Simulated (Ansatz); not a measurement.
# HfC in the zincblende structure

Computed with Ansatz (plane waves, PAW, 500 eV cutoff): r²SCAN, scalar-relativistic, no spin polarisation, Γ-centred 12×12×12 mesh, 0.05 eV Gaussian smearing; PAW files: Ansatz's generated set soft_2.

```
Hf C
1.0
     0.00000    2.51265    2.51265
     2.51265    0.00000    2.51265
     2.51265    2.51265    0.00000
Hf C
1 1
Direct
  0.00000 0.00000 0.00000
  0.25000 0.25000 0.25000
```

The start was a prototype's sites filled with these elements, not a measured cell.

The cell is relaxed to zero pressure at this level.

The cell has space group F-43m (read at 0.01 Å). In it the stress is 0.14, 0.14, 0.14, 0.00, 0.00, 0.00 GPa and the largest force component 0.000 eV/Å. Each change below starts from this cell, without further relaxation. Stress is in GPa, positive in compression, in the order xx, yy, zz, yz, xz, xy; energies are counted from the cell above.

Problem. What happens when atom 2 (C) is moved by 0.02 Å along z?

Solution. The energy changes by 2.6 meV per cell, and the force on it along the shift is -0.258 eV/Å (−F/u = 12.92 eV/Å²). Stress: 0.19, 0.19, 0.14, 0.00, 0.00, -1.05.
```tsv
atom	Fx (eV/Å)	Fy	Fz
Hf1	0.000	0.000	0.258
C2	0.000	0.000	-0.258
```
In a harmonic crystal the energy would rise by −½F·u = ½ × 12.92 × 0.02² eV = 2.6 meV, which matches.

Problem. A single strain component, atoms carried along, gave the stress 0.31, 0.31, 0.20, 0.00, 0.00, -3.32. Which component, and about how large?

Solution. An engineering strain of 3 % in xy; the energy changes by 9.9 meV per cell.

Problem. All atoms and the cell are disturbed at random:
```xyz
2
Lattice="-0.0480 2.5545 2.5525 2.5004 0.0026 2.5018 2.5077 2.5112 -0.0047" Properties=species:S:1:pos:R:3 pbc="T T T"
Hf   -0.0980   -0.0893    0.0269
C     1.3380    1.3563    1.2355
```
Give the energy change, the stress and the forces.

Solution. 575.7 meV per cell; stress 2.05, 1.93, 6.18, -13.46, -9.19, 7.19 GPa. The gap on the mesh goes from 0.57 eV to 0.39 eV.
```tsv
atom	Fx (eV/Å)	Fy	Fz
Hf1	3.174	2.714	-2.312
C2	-3.174	-2.714	2.312
```

Kohn–Sham gaps of semilocal functionals lie under measured ones, often by a third or more. Spin–orbit coupling, which matters for such heavy elements, is left out.
